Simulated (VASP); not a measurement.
## MgS (Niningerite) under changes of volume

One of the cells (17.962 Å³/atom); the others are scaled copies at fixed shape and fractional positions:

```xyz
2
Lattice="0.0000 2.6189 2.6189 2.6189 0.0000 2.6189 2.6189 2.6189 0.0000" Properties=species:S:1:pos:R:3 pbc="T T T"
S     2.6189    2.6189    2.6189
Mg    0.0000    0.0000    0.0000
```

| Property | Result |
| --- | --- |
| Program | VASP 6.6.1 |
| Functional | PBE |
| Potentials or basis | VASP PAW PBE potentials, release 64 (S, Mg) |
| Cutoff | 520 eV |
| k mesh | 9 × 9 × 9 |
| Occupations | fermi-dirac, width 0.05 eV |
| Spin | no spin polarisation |

```tsv
volume (Å³/atom)	energy over the lowest point (meV/atom)	pressure (GPa)	gap on the mesh (eV)
16.553	?	?	?
16.905	11.62	4.3	3.00
17.257	4.05	2.5	2.95
17.962	0.00	-0.6	2.86
18.314	2.81	-2.0	2.82
18.666	8.43	-3.2	2.77
```

What does the run at 16.553 Å³/atom give?

Energy over the lowest point 23.40 meV/atom; pressure 6.4 GPa; gap on the mesh 3.04 eV.

Worked out: A Birch-Murnaghan fit of order 3 (a polynomial in V^(-2/3)) to the other rows has its minimum at 17.82 Å³/atom with B0 = V·E''(V) = 75 GPa and B' = 4.2. It gives 23.43 meV/atom at 16.553 Å³/atom, against the run's 23.40, and -dE/dV = 6.4 GPa, against 6.4. A straight line through the other rows of the gap, of slope -2.29 eV per unit of ln V, extrapolates to 3.05 eV, against the run's 3.04.

Energies are extrapolated to zero smearing.

Caveats: an odd mesh through Γ misses points on the zone boundary, where band edges often lie.
